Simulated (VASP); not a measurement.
Runs of VASP 6.6.1 on ZnO (zincite). The structure is hexagonal, space group P6_3mc (No. 186). Conventional cell: a = 3.249 Å, b = 3.249 Å, c = 5.206 Å, α = 90.00°, β = 90.00°, γ = 120.00°. Around Zn (site symmetry 3m) lie 4 O at 1.97 to 1.98 Å. O (site symmetry 3m) has 4 Zn at 1.97 to 1.98 Å as nearest neighbours. 

```tsv
level	k mesh	cutoff (eV)	gap on the mesh (eV)	pressure (GPa)	largest force (eV/Å)
r2SCAN	8 × 8 × 5	520	1.23	-0.1	0.09
PBEsol	12 × 12 × 7	520	0.69	-0.5	0.07
PBE	8 × 8 × 5	520	(a)	(b)	0.07
PBEsol	8 × 8 × 5	500	0.69	-0.6	0.07
PBEsol	8 × 8 × 5	600	0.69	-0.6	0.07
```

Alike in all rows: task electric field gradients; potentials or basis VASP PAW PBE potentials, release 64 (Zn, O); no spin polarisation; cell as given; smearing fermi-dirac 0.02 eV.

Question: Estimate the missing entries.

Answer: (a) 0.79; (b) 6.0.

Caveats: the PAW data sets were made with another functional, which shifts forces and pressure a little (some runs).

